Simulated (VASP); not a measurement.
# InP (F-43m) in VASP: band structure with TB-mBJ

Aim: the band structure of InP with TB-mBJ.

All numbers are computed with VASP 6.6.1; they aren't measurements. Logs are shortened: lines on timing, memory, paths and dates and some standing lists are left out, and cuts for length are marked.

**Measured values to compare with.**

A printed reference work, data compilation reports, for a bulk crystal of InP at 1.6 K: band gap 1.4236 eV (direct).

The results are compared with them further down.

## Step 1: Starting point

The structure is cubic, space group F-43m (No. 216). Conventional cell: a = 5.958 Å, b = 5.958 Å, c = 5.958 Å, α = 90.00°, β = 90.00°, γ = 90.00°. In (site symmetry -43m) is surrounded by 4 P at 2.58 Å. Around P (site symmetry -43m) lie 4 In at 2.58 Å.

## Step 2: Band structure, TB-mBJ

Input file POSCAR:

```
InP                                     
1.0
    0.0000000000      2.9788850686      2.9788850686
    2.9788850686      0.0000000000      2.9788850686
    2.9788850686      2.9788850686      0.0000000000
  In              P             
     1     1
Direct
     0.0000000000000000    0.0000000000000000    0.0000000000000000
     0.2500000000000000    0.2500000000000000    0.2500000000000000
```

Input file INCAR.step1:

```
PREC = Accurate
ENCUT = 520
EDIFF = 1E-5
ISMEAR = 0
SIGMA = 0.02
LREAL = False
LASPH = True
NELM = 80
ALGO = Normal
ISIF = 2
LWAVE = True
LCHARG = False
NBANDS = 16
GGA = PE
```

Input file INCAR.step2:

```
PREC = Accurate
ENCUT = 520
EDIFF = 1E-7
ISMEAR = 0
SIGMA = 0.02
LREAL = False
LASPH = True
NELM = 80
ALGO = Normal
ISIF = 2
LWAVE = False
LCHARG = False
METAGGA = MBJ
NBANDS = 16
ISTART = 1
```

Input file KPOINTS:

```
Automatic mesh
0
Gamma
  10 10 10
```

Input file KPOINTS_OPT:

```
path GXWKGLUWLK,UX
20
line-mode
reciprocal
 0.0000000000  0.0000000000  0.0000000000  G
 0.5000000000  0.0000000000  0.5000000000  X

 0.5000000000  0.0000000000  0.5000000000  X
 0.5000000000  0.2500000000  0.7500000000  W

 0.5000000000  0.2500000000  0.7500000000  W
 0.3750000000  0.3750000000  0.7500000000  K

 0.3750000000  0.3750000000  0.7500000000  K
 0.0000000000  0.0000000000  0.0000000000  G

 0.0000000000  0.0000000000  0.0000000000  G
 0.5000000000  0.5000000000  0.5000000000  L

 0.5000000000  0.5000000000  0.5000000000  L
 0.6250000000  0.2500000000  0.6250000000  U

 0.6250000000  0.2500000000  0.6250000000  U
 0.5000000000  0.2500000000  0.7500000000  W

 0.5000000000  0.2500000000  0.7500000000  W
 0.5000000000  0.5000000000  0.5000000000  L

 0.5000000000  0.5000000000  0.5000000000  L
 0.3750000000  0.3750000000  0.7500000000  K

 0.6250000000  0.2500000000  0.6250000000  U
 0.5000000000  0.0000000000  0.5000000000  X
```

Potentials or basis: VASP PAW PBE potentials, release 64 (In_d, P).

Command:

```bash
$ cat potpaw_PBE.64/In_d/POTCAR potpaw_PBE.64/P/POTCAR > POTCAR
$ cp INCAR.step1 INCAR
$ mpirun -np 1 vasp_std > vasp.out
$ cp INCAR.step2 INCAR
$ mpirun -np 1 vasp_std > vasp.out
```

OUTCAR:

```text
PREC = Accurate
   ENCUT = 520
   EDIFF = 1E-7
   ISMEAR = 0
   LREAL = False
   LASPH = True
   NELM = 80
   ISIF = 2
   METAGGA = MBJ
   ISTART = 1

 ion  position               nearest neighbor table
   1  0.000  0.000  0.000-   2 2.58   2 2.58   2 2.58   2 2.58
   2  0.250  0.250  0.250-   1 2.58   1 2.58   1 2.58   1 2.58

  LATTYP: Found a face centered cubic cell.
 ALAT       =     5.9577701372

  Lattice vectors:

 A1 = (   0.0000000000,   2.9788850686,   2.9788850686)
 A2 = (   2.9788850686,   0.0000000000,   2.9788850686)
 A3 = (   2.9788850686,   2.9788850686,   0.0000000000)

Analysis of symmetry for initial positions (statically):
=====================================================================
 Subroutine PRICEL returns:
 Original cell was already a primitive cell.

 Routine SETGRP: Setting up the symmetry group for a
 face centered cubic supercell.

 Subroutine GETGRP returns: Found 24 space group operations
 (whereof 24 operations were pure point group operations)
 out of a pool of 48 trial point group operations.

The static configuration has the point symmetry T_d .

Analysis of symmetry for dynamics (positions and initial velocities):
=====================================================================
 Subroutine PRICEL returns:
 Original cell was already a primitive cell.

 Routine SETGRP: Setting up the symmetry group for a
 face centered cubic supercell.

 Subroutine GETGRP returns: Found 24 space group operations
 (whereof 24 operations were pure point group operations)
 out of a pool of 48 trial point group operations.

The dynamic configuration has the point symmetry T_d .

 Subroutine INISYM returns: Found 24 space group operations
 (whereof 24 operations are pure point group operations),
 and found     1 'primitive' translations

----------------------------------------------------------------------------------------

                                     Primitive cell

  volume of cell :      52.8678

  direct lattice vectors                    reciprocal lattice vectors
     0.000000000  2.978885069  2.978885069    -0.167848033  0.167848033  0.167848033
     2.978885069  0.000000000  2.978885069     0.167848033 -0.167848033  0.167848033
     2.978885069  2.978885069  0.000000000     0.167848033  0.167848033 -0.167848033

  length of vectors
     4.212779665  4.212779665  4.212779665     0.290721322  0.290721322  0.290721322

  position of ions in fractional coordinates (direct lattice)
     0.000000000  0.000000000  0.000000000
     0.250000000  0.250000000  0.250000000

  ion indices of the primitive-cell ions
   primitive index   ion index
                 1           1
                 2           2

----------------------------------------------------------------------------------------

 KPOINTS: Automatic mesh

Automatic generation of k-mesh.
 Grid dimensions read from file:
 generate k-points for:   10   10   10

 Generating k-lattice:

  Cartesian coordinates                     Fractional coordinates (reciprocal lattice)
    -0.016784803  0.016784803  0.016784803     0.100000000  0.000000000  0.000000000
     0.016784803 -0.016784803  0.016784803     0.000000000  0.100000000  0.000000000
     0.016784803  0.016784803 -0.016784803     0.000000000  0.000000000  0.100000000

  Length of vectors
     0.029072132  0.029072132  0.029072132

  Shift w.r.t. Gamma in fractional coordinates (k-lattice)
     0.000000000  0.000000000  0.000000000

 Subroutine IBZKPT returns following result:
 ===========================================

 Found     47 irreducible k-points:

 Following reciprocal coordinates:
            Coordinates               Weight
  0.000000  0.000000  0.000000      1.000000
  0.100000  0.000000  0.000000      8.000000
  0.200000  0.000000  0.000000      8.000000
  0.300000  0.000000  0.000000      8.000000
  0.400000  0.000000  0.000000      8.000000
  0.500000  0.000000  0.000000      4.000000
[... 16 lines left out ...]
  0.300000  0.300000  0.000000      6.000000
  0.400000  0.300000  0.000000     24.000000
 [... further k-points ...]
   k-points           NKPTS =     47   k-points in BZ     NKDIM =     47   number of bands    NBANDS=     16
   number of dos      NEDOS =    301   number of ions     NIONS =      2
   total plane-waves  NPLWV =  32768
   dimension x,y,z NGX =    32 NGY =   32 NGZ =   32
   dimension x,y,z NGXF=    64 NGYF=   64 NGZF=   64
   ions per type =               1   1
   NGX,Y,Z   is equivalent  to a cutoff of  12.63, 12.63, 12.63 a.u.
   NGXF,Y,Z  is equivalent  to a cutoff of  25.26, 25.26, 25.26 a.u.
 SYSTEM =  unknown system
   PREC   = accura    normal or accurate (medium, high low for compatibility)
   ISTART =      1    job   : 0-new  1-cont  2-samecut
   ICHARG =      0    charge: 1-file 2-atom 10-const
   ISPIN  =      1    spin polarized calculation?
   LNONCOLLINEAR =      F non collinear calculations
   LSORBIT =      F    spin-orbit coupling
   LASPH  =      T    aspherical Exc in radial PAW
   ENCUT  =  520.0 eV  38.22 Ry    6.18 a.u.   7.83  7.83  7.83*2*pi/ulx,y,z
   NELM   =     80;   NELMIN=  2; NELMDL=  0     # of ELM steps
   EDIFF  = 0.1E-06   stopping-criterion for ELM
   LREAL  =      F    real-space projection
   EDIFFG = 0.1E-05   stopping-criterion for IOM
   NSW    =      0    number of steps for IOM
   IBRION =     -1    ionic relax: 0-MD 1-quasi-New 2-CG
   NFREE  =      0    steps in history (QN), initial steepest desc. (CG)
   ISIF   =      2    stress and relaxation
   ISYM   =      2    0-nonsym 1-usesym 2-fastsym
   POTIM  = 0.5000    time-step for ionic-motion
   TEBEG  =    0.0;   TEEND  =   0.0 temperature during run
   PSTRESS=    0.0 pullay stress
   NELECT =      18.0000    total number of electrons
   NUPDOWN=      -1.0000    fix difference up-down
   EMIN   =  10.00;   EMAX   =-10.00  energy-range for DOS
   EFERMI =   0.00;   METHOD = LEGACY
   ISMEAR =     0;   SIGMA  =   0.02  broadening in eV -4-tet -1-fermi 0-gaus
   EFERMI_NEDOS =   21; number of points for ismear=-14 and -15
   IALGO  =     38    algorithm
   IMIX   =      4    mixing-type and parameters
     AMIX     =   0.40;   BMIX     =  1.00
     AMIX_MAG =   1.60;   BMIX_MAG =  1.00
  volume/ion in A,a.u.               =      26.43       178.38
  Fermi-wavevector in a.u.,A,eV,Ry     =   1.143147  2.160234 17.779877  1.306784
  Thomas-Fermi vector in A             =   2.279843
   LORBIT       =      0    0 simple, 1 ext, 2 COOP (PROOUT), +10 PAW based schemes
   METAGGA = MBJ    functional components
   LHFCALC =     F    Hartree Fock is set to
   AEXX    =    0.0000 exact exchange contribution
   IVDW    =     0    specifies the selected vdW correction
   LEPSILON=     F    determine dielectric tensor
   LRPA    =     F    only Hartree local field effects (RPA)
 non-spin polarized calculation
 Gauss-broadening in eV      SIGMA  =   0.02
  energy-cutoff  :      520.00
  volume of cell :       52.87
 maximum number of plane-waves:      1440
   NGX = 15   NGY = 15   NGZ = 15

 number of electron      18.0000005 magnetization

 Free energy of the ion-electron system (eV)
  ---------------------------------------------------
  ext. energy  EPLUGINS =         0.00000000
  ---------------------------------------------------
  free energy    TOTEN  =       308.59331662 eV

  energy without entropy =      308.59331662  energy(sigma->0) =      308.59331662

 E-fermi :   4.6749     XC(G=0):  -8.9132

 val. band max:        4.5616887941   @ k =   0.0000   0.0000   0.0000
 cond. band min:       5.9533107279   @ k =   0.0000   0.0000   0.0000
 fundamental gap:      1.3916219339
 Fermi energy:         4.6748959428

 k-point     1 :       0.0000    0.0000    0.0000
  band No.  band energies     occupation
      1      -9.8493      2.00000
      2      -9.8492      2.00000
      3      -9.8490      2.00000
      4      -9.6876      2.00000
      5      -9.6876      2.00000
      6      -6.4163      2.00000
[... 8 lines left out ...]
     15      14.2968      0.00000
     16      14.2968      0.00000

 k-point     2 :       0.1000    0.0000    0.0000
  band No.  band energies     occupation
      1      -9.8576      2.00000
      2      -9.8455      2.00000
      3      -9.8453      2.00000
      4      -9.6876      2.00000
      5      -9.6876      2.00000
      6      -6.3137      2.00000
[... 8 lines left out ...]
     15      13.8908      0.00000
     16      14.4379      0.00000

 k-point     3 :       0.2000    0.0000    0.0000
  band No.  band energies     occupation
      1      -9.8789      2.00000
      2      -9.8359      2.00000
      3      -9.8357      2.00000
      4      -9.6869      2.00000
      5      -9.6869      2.00000
      6      -6.0197      2.00000
[... 8 lines left out ...]
     15      13.5159      0.00000
     16      14.7099      0.00000

 k-point     4 :       0.3000    0.0000    0.0000
  band No.  band energies     occupation
      1      -9.9046      2.00000
      2      -9.8253      2.00000
      3      -9.8251      2.00000
      4      -9.6849      2.00000
      5      -9.6848      2.00000
      6      -5.5850      2.00000
[... 8 lines left out ...]
     15      13.7991      0.00000
     16      14.3011      0.00000

 k-point     5 :       0.4000    0.0000    0.0000
  band No.  band energies     occupation
      1      -9.9248      2.00000
      2      -9.8177      2.00000
      3      -9.8176      2.00000
      4      -9.6820      2.00000
      5      -9.6819      2.00000
      6      -5.1353      2.00000
[... 8 lines left out ...]
     15      14.7369      0.00000
     16      14.7371      0.00000

 k-point     6 :       0.5000    0.0000    0.0000
  band No.  band energies     occupation
      1      -9.9324      2.00000
      2      -9.8151      2.00000
      3      -9.8150      2.00000
      4      -9.6805      2.00000
      5      -9.6805      2.00000
      6      -4.9232      2.00000
[... 8 lines left out ...]
     15      15.5658      0.00000
     16      15.5662      0.00000
[... 267 lines left out ...]
 k-point    21 :      -0.3000    0.2000    0.0000
  band No.  band energies     occupation
      1      -9.9316      2.00000
      2      -9.8099      2.00000
      3      -9.8085      2.00000
      4      -9.6872      2.00000
      5      -9.6844      2.00000
      6      -5.0068      2.00000
[... 8 lines left out ...]
     15      15.4326      0.00000
     16      16.4108      0.00000

 k-point    22 :      -0.2000    0.2000    0.0000
  band No.  band energies     occupation
      1      -9.9139      2.00000
      2      -9.8203      2.00000
      3      -9.8162      2.00000
      4      -9.6906      2.00000
      5      -9.6822      2.00000
      6      -5.4360      2.00000
[... 8 lines left out ...]
     15      15.2288      0.00000
     16      16.5267      0.00000

 k-point    23 :       0.3000    0.3000    0.0000
  band No.  band energies     occupation
      1      -9.9446      2.00000
      2      -9.7974      2.00000
      3      -9.7972      2.00000
      4      -9.7089      2.00000
      5      -9.6703      2.00000
      6      -5.3007      2.00000
[... 8 lines left out ...]
     15      15.0175      0.00000
     16      18.0774      0.00000

 k-point    24 :       0.4000    0.3000    0.0000
  band No.  band energies     occupation
      1      -9.9597      2.00000
      2      -9.7894      2.00000
      3      -9.7874      2.00000
      4      -9.7116      2.00000
      5      -9.6679      2.00000
      6      -4.9385      2.00000
[... 8 lines left out ...]
     15      15.4494      0.00000
     16      17.8142      0.00000

 [... further k-points ...]

------------------------ aborting loop because EDIFF is reached ----------------------------------------

  FORCE on cell =-STRESS in cart. coord.  units (eV):
  Direction    XX          YY          ZZ          XY          YZ          ZX
  --------------------------------------------------------------------------------------
  -------------------------------------------------------------------------------------
  Total      -71.4968840    -71.4968840    -71.4968840     -0.0000000     -0.0000000     -0.0000000
  in kB    -2166.7382941  -2166.7382941  -2166.7382941     -0.0000000     -0.0000000     -0.0000000
  external PRESSURE =   -2166.7382941 kB  Pullay stress =       0.0000000 kB

 VOLUME and BASIS-vectors are now :
 -----------------------------------------------------------------------------
  energy-cutoff  :      520.00
  volume of cell :       52.87
      direct lattice vectors                 reciprocal lattice vectors
     0.000000000  2.978885069  2.978885069    -0.167848033  0.167848033  0.167848033
     2.978885069  0.000000000  2.978885069     0.167848033 -0.167848033  0.167848033
     2.978885069  2.978885069  0.000000000     0.167848033  0.167848033 -0.167848033

 POSITION                                       TOTAL-FORCE (eV/Angst)
 -----------------------------------------------------------------------------------
      0.00000      0.00000      0.00000        -0.000000      0.000000     -0.000000
      1.48944      1.48944      1.48944         0.000000     -0.000000      0.000000
 -----------------------------------------------------------------------------------
    total drift:                                0.000087      0.000087      0.000087

  FREE ENERGIE OF THE ION-ELECTRON SYSTEM (eV)
  ---------------------------------------------------
  free  energy   TOTEN  =       308.5933166211 eV

  energy  without entropy=      308.5933166211  energy(sigma->0) =      308.59331662
```

Wall time 4.5 min (1 thread of Intel Xeon Platinum 8259CL at 2.50GHz (Skylake/Cascade Lake), shared host); peak memory 0.21 GiB.

What came out:

```yaml
Band_gap_on_the_k_mesh: 1.39 eV, direct
Band_gap_along_the_path: 1.39 eV, direct
```

Levels at the corners of the path, in eV from the valence-band top:
```tsv
point	band 6	band 7	band 8	band 9	band 10	band 11	band 12	band 13
Γ	-10.98	0.00	0.00	0.00	1.39	4.73	4.73	4.73
X	-8.91	-5.16	-2.01	-2.01	2.58	2.96	9.64	10.13
X	-8.91	-5.16	-2.01	-2.01	2.58	2.96	9.64	10.13
W	-8.86	-5.02	-2.54	-2.45	4.80	4.85	6.15	6.85
W	-8.86	-5.02	-2.54	-2.45	4.80	4.85	6.15	6.85
K	-8.93	-5.02	-2.82	-1.67	3.09	4.90	7.98	8.05
K	-8.93	-5.02	-2.82	-1.67	3.09	4.90	7.98	8.05
Γ	-10.98	0.00	0.00	0.00	1.39	4.73	4.73	4.73
Γ	-10.98	0.00	0.00	0.00	1.39	4.73	4.73	4.73
L	-9.48	-5.10	-0.84	-0.84	2.18	5.40	5.40	7.82
L	-9.48	-5.10	-0.84	-0.84	2.18	5.40	5.40	7.82
U	-8.93	-5.02	-2.82	-1.67	3.09	4.90	7.98	8.05
U	-8.93	-5.02	-2.82	-1.67	3.09	4.90	7.98	8.05
W	-8.86	-5.02	-2.54	-2.45	4.80	4.85	6.15	6.85
W	-8.86	-5.02	-2.54	-2.45	4.80	4.85	6.15	6.85
L	-9.48	-5.10	-0.84	-0.84	2.18	5.40	5.40	7.82
L	-9.48	-5.10	-0.84	-0.84	2.18	5.40	5.40	7.82
K	-8.93	-5.02	-2.82	-1.67	3.09	4.90	7.98	8.05
U	-8.93	-5.02	-2.82	-1.67	3.09	4.90	7.98	8.05
X	-8.91	-5.16	-2.01	-2.01	2.58	2.96	9.64	10.13
```

Caveat: the PAW data sets were made with another functional, which shifts forces and pressure a little; spin-orbit coupling is left out, which moves the levels of the heavy elements.

## Step 3: Against experiment

Step 2. A measured gap of InP is 1.4236 eV (direct; 1.6 K; a printed reference work, data compilation); the calculated 1.39 eV misses it by -0.03 eV. Spin-orbit coupling on In is left out. The value is that of TB-mBJ, without temperature or zero-point motion.
